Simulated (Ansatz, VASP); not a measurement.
# Two plane-wave programs on Sb

```
Sb
1.0
     3.17686    0.00000    0.01286
     0.00000    4.49076    0.00000
    -0.02145    0.00000    4.49050
Sb
2
Direct
  0.00000 0.75000 0.74995
  0.00000 0.25000 0.25005
```

Alike in both runs: functional PBE; k mesh 14 × 10 × 10; occupations gaussian, width 0.1 eV; no spin polarisation.

Ansatz relaxed the structure, and its values are those at the end. VASP's run is a single point on that final structure, the one shown.

|  | VASP | Ansatz |
| --- | --- | --- |
| version | VASP 6.6.1 | Ansatz 0.2.0 |
| potentials or method | VASP PAW PBE potentials, release 64 (Sb) | scalar-relativistic, plane waves, PAW |
| plane-wave cutoff (eV) | 520 | 420 |
| valence electrons in the cell | 10 | 30 |

|  | VASP | Ansatz | Ansatz less VASP |
| --- | --- | --- | --- |
| gap on the k mesh at the Fermi level (eV) | none | none | - |
| pressure (GPa) | -3.1 | -3.0 | +0.05 |

A gap of «none» marks a metal or a gap that the smearing closes. The two sets of potentials don't hold the same shells in valence.

Spin-orbit coupling is left out, which matters for the levels of Sb.
